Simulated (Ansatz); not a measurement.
# CdS (Hawleyite) in Ansatz: the effect of functional

Crystal: CdS (Hawleyite).

```
Cd S
1.0
     0.00000    2.91650    2.91650
     2.91650    0.00000    2.91650
     2.91650    2.91650    0.00000
Cd S
1 1
Direct
  0.00000 0.00000 0.00000
  0.75000 0.75000 0.75000
```

Alike in all runs:

* Program: Ansatz 0.2.0
* Task: single point
* Potentials or basis: all-electron PAW datasets made for the crystal
* k mesh: 6 × 6 × 6
* Occupations: fermi-dirac, width 0.05 eV
* Spin: no spin polarisation

```tsv
functional	cutoff	gap on the mesh (eV)	pressure (GPa)
PBE	260 eV (chosen from the basis error)	1.14	2.9
HSE06	290 eV (chosen from the basis error)	2.17	1.7
PBE0	290 eV (chosen from the basis error)	?	?
```

What does the run with functional PBE0 give?

gap on the mesh 2.81 eV; pressure 1.6 GPa.

The runs don't all hold the same shells in valence.
